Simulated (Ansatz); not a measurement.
## Ir: course of a relaxation

These are results of DFT r2SCAN, scalar-relativistic, plane waves, PAW (Ansatz 0.2.0), not measurements. Run with 500 eV cutoff, 18×18×18 k-mesh, Gaussian smearing of 0.10 eV, no spin polarisation.

What was changed: relaxed at 1 GPa.

Spin–orbit coupling is left out, which can shift energies with elements as heavy as these.

Command:

```bash
ansatz run input.yaml --threads 1 --pin off --max-ram 2560MiB --backend cpu --events-out ev --progress --plain --runs-dir out
```

Input:

```yaml
crystal:
  lattice:
    - [0.0, 1.9158009572, 1.9158009572]
    - [1.9158009572, 0.0, 1.9158009572]
    - [1.9158009572, 1.9158009572, 0.0]
  atoms:
    - { symbol: Ir, position: [0.0, 0.0, 0.0] }
basis:
  ecutwfc: 500
kpoints:
  mp_grid: { grid: [18, 18, 18] }
hamiltonian:
  xc: r2scan
scf:
  occupations: { method: gaussian, width: 0.1 }
output:
  forces: true
  stress: true
  eigenvalues: true
  write_density: true
  write_potential: true
  elf: true
  volumetric_format: npy
relax:
  adjacent_minimum: "off"
  f_tol: 0.008
  max_steps: 50
  cell: { stress_tol: 0.08, p_target: 1.0 }
```

F is the free energy. Steps run on the plane waves of an earlier cell, but the last one, and at times one on the way, on a freshly chosen basis, so a repeated geometry can differ a little in energy. The relaxation lowers the enthalpy F + PV at the target pressure, so F itself can rise.

At step 2 F + PV rises: a step can overshoot before the optimiser corrects it.

Steps:

```json
{"step": "1", "F − F(1) (eV)": "0.0000", "largest force component (eV/Å)": "0.000", "V (Å³/atom)": "14.063", "P (GPa)": "3.80"}
{"step": "2", "F − F(1) (eV)": "0.0004", "largest force component (eV/Å)": "0.000", "V (Å³/atom)": "14.350", "P (GPa)": "-3.83"}
{"step": "3", "F − F(1) (eV)": "-0.0015", "largest force component (eV/Å)": "0.000", "V (Å³/atom)": "14.167", "P (GPa)": "0.93"}
{"step": "4", "F − F(1) (eV)": "-0.0015", "largest force component (eV/Å)": "0.000", "V (Å³/atom)": "14.167", "P (GPa)": "0.93"}
```

Relaxed structure:

```xyz
1
Lattice="0.0000 1.9205 1.9205 1.9205 0.0000 1.9205 1.9205 1.9205 0.0000" Properties=species:S:1:pos:R:3 pbc="T T T"
Ir    0.0000    0.0000    0.0000
```

The structure is cubic, space group Fm-3m (No. 225). The conventional cell has a = 3.841 Å, b = 3.841 Å, c = 3.841 Å, α = 90.00°, β = 90.00°, γ = 90.00°. Ir (site symmetry m-3m) has 12 Ir at 2.72 Å as nearest neighbours.

The run converged. The run took 34 s on 1 thread of Intel(R) Xeon(R) Platinum 8259CL CPU @ 2.50GHz (Skylake/Cascade Lake) (shared host), peak memory 0.43 GiB.